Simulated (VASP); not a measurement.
# BaS (Fm-3m) in VASP: further runs, part 2 of 2

VASP 6.6.1.

## (4) Single point, r2SCAN

This run uses another cell than the first one, of 31.27 Å³/atom, 0.960 times its volume.

Input file POSCAR:

```
BaS
1.0
    0.0000000000      3.1505859250      3.1505859250
    3.1505859250      0.0000000000      3.1505859250
    3.1505859250      3.1505859250      0.0000000000
Ba S
1 1
Direct
    0.0000000000      0.0000000000      0.0000000000
    0.5000000000      0.5000000000      0.5000000000
```

Input file INCAR.step1:

```
  ALGO = Normal
  EDIFF = 1E-4
  ENCUT = 520
  GGA = PE
  ISMEAR = -1
  LASPH = True
  LCHARG = False
  LREAL = False
  LWAVE = True
  NBANDS = 15
  NELM = 100
  PREC = Accurate
  SIGMA = 0.05
```

Input file INCAR.step2:

```
  ALGO = Normal
  EDIFF = 1E-7
  ENCUT = 520
  ISIF = 2
  ISMEAR = -1
  ISTART = 1
  LASPH = True
  LCHARG = False
  LMIXTAU = True
  LREAL = False
  LWAVE = False
  METAGGA = R2SCAN
  NBANDS = 15
  NELM = 100
  PREC = Accurate
  SIGMA = 0.05
```

Input file KPOINTS:

```
k-points
0
Gamma
  7 7 7
```

Potentials or basis: VASP PAW PBE potentials, release 64 (Ba_sv, S).

On the command line:

```
$ cat potpaw_PBE.64/Ba_sv/POTCAR potpaw_PBE.64/S/POTCAR > POTCAR
$ cp INCAR.step1 INCAR
$ mpirun -np 1 vasp_std > vasp.out
$ cp INCAR.step2 INCAR
$ mpirun -np 1 vasp_std > vasp.out
```

OUTCAR:

```text
EDIFF = 1E-7
   ENCUT = 520
   ISIF = 2
   ISMEAR = -1
   ISTART = 1
   LASPH = True
   LREAL = False
   METAGGA = R2SCAN
   NELM = 100
   PREC = Accurate

 ion  position               nearest neighbor table
   1  0.000  0.000  0.000-   2 3.15   2 3.15   2 3.15   2 3.15   2 3.15   2 3.15
   2  0.500  0.500  0.500-   1 3.15   1 3.15   1 3.15   1 3.15   1 3.15   1 3.15

  LATTYP: Found a face centered cubic cell.
 ALAT       =     6.3011718500

  Lattice vectors:

 A1 = (   0.0000000000,   3.1505859250,   3.1505859250)
 A2 = (   3.1505859250,   0.0000000000,   3.1505859250)
 A3 = (   3.1505859250,   3.1505859250,   0.0000000000)

Analysis of symmetry for initial positions (statically):
=====================================================================
 Subroutine PRICEL returns:
 Original cell was already a primitive cell.

 Routine SETGRP: Setting up the symmetry group for a
 face centered cubic supercell.

 Subroutine GETGRP returns: Found 48 space group operations
 (whereof 48 operations were pure point group operations)
 out of a pool of 48 trial point group operations.

[... 170 lines left out ...]
      5      -9.4240      2.00000
      6       1.4386      2.00000
      7       1.4386      2.00000
      8       1.4386      2.00000
      9       5.7463      0.00000
     10       5.7463      0.00000
     11       5.7463      0.00000
     12       5.8801      0.00000
     13       6.8255      0.00000
     14       6.8255      0.00000
[... 329 lines left out ...]
      2     -10.7167      2.00000
      3     -10.2959      2.00000
      4     -10.1280      2.00000
      5      -8.5575      2.00000
      6       0.2454      2.00000
      7       0.8589      2.00000
      8       0.9556      2.00000
      9       5.8026      0.00000
     10       6.7950      0.00000
     11       8.7213      0.00000
     12       9.4055      0.00000
     13       9.4190      0.00000
     14      11.7519      0.00000
     15      12.5292      0.00000

------------------------ aborting loop because EDIFF is reached ----------------------------------------

  FORCE on cell =-STRESS in cart. coord.  units (eV):
  Direction    XX          YY          ZZ          XY          YZ          ZX
  --------------------------------------------------------------------------------------
  -------------------------------------------------------------------------------------
  Total        1.4273065      1.4273065      1.4273065      0.0000000     -0.0000000      0.0000000
  in kB       36.5614860     36.5614860     36.5614860      0.0000000     -0.0000000      0.0000000
  external PRESSURE =      36.5614860 kB  Pullay stress =       0.0000000 kB

 VOLUME and BASIS-vectors are now :
 -----------------------------------------------------------------------------
  energy-cutoff  :      520.00
  volume of cell :       62.55
      direct lattice vectors                 reciprocal lattice vectors
     0.000000000  3.150585925  3.150585925    -0.158700639  0.158700639  0.158700639
     3.150585925  0.000000000  3.150585925     0.158700639 -0.158700639  0.158700639
     3.150585925  3.150585925  0.000000000     0.158700639  0.158700639 -0.158700639

 POSITION                                       TOTAL-FORCE (eV/Angst)
 -----------------------------------------------------------------------------------
      0.00000      0.00000      0.00000         0.000000      0.000000     -0.000000
      3.15059      3.15059      3.15059        -0.000000     -0.000000      0.000000
 -----------------------------------------------------------------------------------
    total drift:                                0.000000      0.000000      0.000000

  FREE ENERGIE OF THE ION-ELECTRON SYSTEM (eV)
  ---------------------------------------------------
  free  energy   TOTEN  =       -39.1575691099 eV

  energy  without entropy=      -39.1575691098  energy(sigma->0) =      -39.15756911
```

OUTCAR.step1:

```text
EDIFF = 1E-4
   ENCUT = 520
   GGA = PE
   ISMEAR = -1
   LASPH = True
[... 574 lines left out ...]
      0.00000      0.00000      0.00000         0.000000     -0.000000     -0.000000
      3.15059      3.15059      3.15059        -0.000000      0.000000      0.000000
 -----------------------------------------------------------------------------------
    total drift:                                0.000000      0.000000      0.000000

  FREE ENERGIE OF THE ION-ELECTRON SYSTEM (eV)
  ---------------------------------------------------
  free  energy   TOTEN  =       -10.1444303606 eV

  energy  without entropy=      -10.1444303605  energy(sigma->0) =      -10.14443036
```

OSZICAR.step1:

```text
N       E                     dE             d eps       ncg     rms          rms(c)
DAV:   1     0.846035526821E+02    0.84604E+02   -0.69743E+03   600   0.937E+02
DAV:   2    -0.592329044271E+01   -0.90527E+02   -0.81606E+02   841   0.168E+02
DAV:   3    -0.105414733242E+02   -0.46182E+01   -0.45814E+01   786   0.404E+01
DAV:   4    -0.106122071306E+02   -0.70734E-01   -0.70711E-01   786   0.529E+00
DAV:   5    -0.106140080082E+02   -0.18009E-02   -0.18009E-02   805   0.734E-01    0.510E+00
DAV:   6    -0.101296813215E+02    0.48433E+00   -0.65017E-01   684   0.490E+00    0.352E+00
DAV:   7    -0.101302826262E+02   -0.60130E-03   -0.18497E-01   790   0.244E+00    0.217E+00
DAV:   8    -0.101434215102E+02   -0.13139E-01   -0.24076E-02   677   0.114E+00    0.212E-01
DAV:   9    -0.101435816814E+02   -0.16017E-03   -0.31525E-03   782   0.409E-01    0.124E-01
DAV:  10    -0.101443682320E+02   -0.78655E-03   -0.92509E-04   635   0.213E-01    0.350E-02
DAV:  11    -0.101444303606E+02   -0.62129E-04   -0.87563E-05   627   0.595E-02
   1 F= -.10144430E+02 E0= -.10144430E+02  d E =-.832257E-10
```

Run time: 6 min. Hardware: 1 thread of AMD EPYC 7R13, shared host; peak memory 0.19 GiB.

What came out:

```
Free energy            : -39.1576 eV
Pressure               : 3.7 GPa
Band gap on the k mesh : 2.45 eV, indirect (least direct gap 2.57 eV)
```

Caveat: the PAW data sets were made with another functional, which shifts forces and pressure a little; spin-orbit coupling is left out, which moves the levels of the heavy elements.

## (5) Single point, r2SCAN

This run uses another cell than the first one, of 31.92 Å³/atom, 0.980 times its volume.

Input file POSCAR:

```
BaS
1.0
    0.0000000000      3.1723147904      3.1723147904
    3.1723147904      0.0000000000      3.1723147904
    3.1723147904      3.1723147904      0.0000000000
Ba S
1 1
Direct
    0.0000000000      0.0000000000      0.0000000000
    0.5000000000      0.5000000000      0.5000000000
```

Input file INCAR.step1:

```
SYSTEM = BaS
PREC = Accurate
ENCUT = 520
ISMEAR = -1
SIGMA = 0.05
LREAL = .False.
LASPH = .True.
NELM = 100
NBANDS = 15
GGA = PE
ALGO = Normal
EDIFF = 1E-4
LWAVE = .True.
LCHARG = .False.
```

Input file INCAR.step2:

```
SYSTEM = BaS
PREC = Accurate
ENCUT = 520
EDIFF = 1E-6
ISMEAR = -1
SIGMA = 0.05
LREAL = .False.
LASPH = .True.
NELM = 100
ALGO = Normal
ISIF = 2
LWAVE = .False.
LCHARG = .False.
METAGGA = R2SCAN
LMIXTAU = .True.
NBANDS = 15
ISTART = 1
```

Input file KPOINTS:

```
Automatic mesh
0
Gamma
  7 7 7
  0 0 0
```

On the command line:

```
$ cat potpaw_PBE.64/Ba_sv/POTCAR potpaw_PBE.64/S/POTCAR > POTCAR
$ cp INCAR.step1 INCAR
$ mpirun -np 1 vasp_std > vasp.out
$ cp INCAR.step2 INCAR
$ mpirun -np 1 vasp_std > vasp.out
```

Wall time 4.2 min (1 thread of AMD EPYC 7R13, shared host); peak memory 0.19 GiB.

It converged, with:

* Free energy: -39.1825 eV
* Pressure: 2.5 GPa
* Band gap on the k mesh: 2.49 eV, indirect (least direct gap 2.62 eV)

Levels at points of the mesh, in eV from the valence-band top:
| k point | band 5 | band 6 | band 7 | band 8 | band 9 | band 10 | band 11 | band 12 |
| --- | --- | --- | --- | --- | --- | --- | --- | --- |
| (0.00, 0.00, 0.00) | -10.83 | 0.00 | 0.00 | 0.00 | 4.31 | 4.31 | 4.31 | 4.33 |

Caveat: the PAW data sets were made with another functional, which shifts forces and pressure a little; spin-orbit coupling is left out, which moves the levels of the heavy elements.

## (6) Overview

| level | spin | cell | k mesh | gap on the mesh (eV) | pressure (GPa) |
| --- | --- | --- | --- | --- | --- |
| PBEsol | non-collinear, zero start, SOC | a = 4.517 Å, angles 60.0°, 2 atoms | 5 × 5 × 5 | - | -0.5 |
| r2SCAN | off | a = 4.424 Å, angles 60.0°, 2 atoms | 7 × 7 × 7 | 2.41 | 5.0 |
| r2SCAN | off | a = 4.456 Å, angles 60.0°, 2 atoms | 7 × 7 × 7 | 2.45 | 3.7 |
| r2SCAN | off | a = 4.486 Å, angles 60.0°, 2 atoms | 7 × 7 × 7 | 2.49 | 2.5 |

Alike in all rows: task single point; potentials or basis VASP PAW PBE potentials, release 64 (Ba_sv, S); cutoff (eV) 520; smearing fermi-dirac 0.05 eV.

Caveats: the PAW data sets were made with another functional, which shifts forces and pressure a little; spin-orbit coupling is left out, which moves the levels of the heavy elements (some runs).

Absolute energies hang on the potentials; compare differences alone.

## (7) Comparison with measurements

Step 5. Measured gap of BaS: 3.806 eV (indirect; 2 K; a printed reference work, monograph, original work of 1988). This calculation gives 2.49 eV (-1.32 eV). Spin-orbit coupling on Ba is left out. The value is that of r2SCAN on a finite k mesh, which can miss the band edges, without temperature or zero-point motion.
